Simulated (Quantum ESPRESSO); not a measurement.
The system is PbO (Litharge).

```xyz
4
Lattice="3.9900 0.0000 0.0000 0.0000 3.9900 0.0000 0.0000 0.0000 5.0100" Properties=species:S:1:pos:R:3 pbc="T T T"
Pb    1.9950    0.0000    3.8076
Pb    0.0000    1.9950    1.2024
O     1.9950    1.9950    0.0000
O     0.0000    0.0000    0.0000
```

```yaml
Program: Quantum ESPRESSO 7.5
Task: Wannier functions
Functional: PBE
Potentials_or_basis: PseudoDojo 0.4.1 SR PBE standard
Cutoff: 1143 eV
Density_cutoff: 4572 eV
k_mesh: 6 × 6 × 5
Occupations: fermi-dirac, width 0.05 eV
Spin: no spin polarisation
Iterations: 0
Mixing_beta: 0.5
Most_SCF_iterations: 120
SCF_threshold: 8e-10 Ry
k_mesh_for_the_Wannier_functions: 4 × 4 × 4
Projections: Pb spd, O sp
```

Start: atomic projections with disentanglement, frozen window up to 1.6 eV over the reference level; no minimisation of the spread. The reference level is the Fermi level, or the middle of the gap.

Task: With atomic projections with disentanglement, how many functions result, how localised are they, and how well do they interpolate the bands?

Result: 26 functions with spreads from 0.51 to 2.28 Å², 27.6 Å² in all; they miss the direct bands by 14 meV (root mean square).

Wannier functions:
```
function  nearest atom  distance (Å)  spread (Å²)  on-site energy from the reference level (eV)
       1          1 Pb          0.03         1.72                                         -5.07
       2          1 Pb          0.08         2.28                                          3.65
       3          1 Pb          0.09         2.16                                          4.45
       4          1 Pb          0.09         2.16                                          4.45
       5          1 Pb          0.00         0.57                                        -16.42
       6          1 Pb          0.01         0.59                                        -16.42
       7          1 Pb          0.01         0.59                                        -16.42
       8          1 Pb          0.00         0.57                                        -16.41
       9          1 Pb          0.00         0.58                                        -16.40
      10          2 Pb          0.03         1.72                                         -5.07
      11          2 Pb          0.08         2.28                                          3.65
      12          2 Pb          0.09         2.16                                          4.45
      13          2 Pb          0.09         2.17                                          4.44
      14          2 Pb          0.00         0.57                                        -16.42
      15          2 Pb          0.01         0.59                                        -16.42
      16          2 Pb          0.01         0.59                                        -16.42
      17          2 Pb          0.00         0.57                                        -16.41
      18          2 Pb          0.00         0.58                                        -16.40
      19           3 O          0.00         0.51                                        -17.17
      20           3 O          0.00         0.74                                         -2.81
      21           3 O          0.02         0.65                                         -2.83
      22           3 O          0.02         0.65                                         -2.83
      23           4 O          0.00         0.51                                        -17.17
      24           4 O          0.00         0.74                                         -2.81
      25           4 O          0.02         0.65                                         -2.83
      26           4 O          0.02         0.65                                         -2.83
```

Parts of the spread (Å²): invariant 16.06, diagonal 0.008, off-diagonal 11.48, total 27.55. Against the direct bands the interpolation misses by 14 meV (root mean square) and 269 meV at most, for states up to 1 eV over the reference level.

Caveat: spin-orbit coupling is left out, which as a rule narrows the gap of such compounds by several tenths of an eV.
